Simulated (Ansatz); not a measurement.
Input and command of a plane-wave DFT calculation in Ansatz:

```yaml
crystal:
  lattice:
    - [3.1976457435, 0.0, 0.0]
    - [-1.5988228718, 2.7692424462, 0.0]
    - [0.0, 0.0, 5.22870971]
  atoms:
    - { symbol: Co, position: [0.0, 0.0, 0.00347414], spin: -2.35 }
    - { symbol: Co, position: [0.3333333333, 0.6666666667, 0.50336241], spin: 2.35 }
    - { symbol: O, position: [0.0, 0.0, 0.37160885], spin: 0.17 }
    - { symbol: O, position: [0.3333333333, 0.6666666667, 0.8715556], spin: -0.17 }
basis:
  ecutwfc: 420
kpoints:
  mp_grid: { grid: [12, 12, 8] }
hamiltonian:
  xc: lda
scf:
  occupations: { method: gaussian, width: 0.01 }
output:
  forces: true
  stress: true
  eigenvalues: true
  populations: true
  write_density: true
  write_potential: true
  elf: true
  volumetric_format: npy
magnetization:
  spin_polarized: true
```

```bash
ansatz run input.yaml --threads 1 --pin off --max-ram 2560MiB --backend cpu --events-out ev --progress --plain --runs-dir out
```

Processor: Intel(R) Xeon(R) Processor @ 2.70GHz, 1 thread, on a host shared with other jobs.

Q: Estimate time, memory and problem size.

A: About 61 s on 1 thread of Intel(R) Xeon(R) Processor @ 2.70GHz (shared host), peak memory 0.58 GiB. It solves 31 bands at 131 k points (the mesh reduced by the symmetry that the task leaves, which can be less than the crystal's) with about 917 plane waves, in 16 SCF iterations.
